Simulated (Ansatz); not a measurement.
SrVO3:

```
Sr V O
1.0
     3.84090    0.00000    0.00000
     0.00000    3.84090    0.00000
     0.00000    0.00000    3.84090
Sr V O
1 1 3
Direct
  0.50000 0.50000 0.50000
  0.00000 0.00000 0.00000
  0.00000 0.00000 0.50000
  0.00000 0.50000 0.00000
  0.50000 0.00000 0.00000
```

Base run:

```yaml
Program: Ansatz 0.2.0
Functional: PBE
Potentials_or_basis: Ansatz PAW
Cutoff: 500 eV
Density_cutoff: 2000 eV
k_mesh: 7 × 7 × 7
Occupations: fermi-dirac, width 0.05 eV
Spin: collinear spin, ferromagnetic start
Starting_moments: "[0.0, 2.0, 0.0, 0.0, 0.0] μB"
```

Its results: band gap on the k mesh none (metal or under the smearing width); pressure 2.4 GPa; net moment 0.00 μB per cell.

Problem. The run is repeated on the same cell with these changes: cutoff from 500 eV to 420 eV (not typed: the program's choice for these potentials); k mesh from 7 × 7 × 7 to 10 × 10 × 10. What comes out?

Solution. Band gap on the k mesh none (metal or under the smearing width); pressure 2.6 GPa; net moment 0.30 μB per cell; site moments Sr +0.00; V +0.23; O -0.00 μB.

Caveats: semilocal functionals often make such compounds metallic where correlation or magnetic order opens a gap, which also shifts bond lengths; the starting moments weren't kept (some runs).
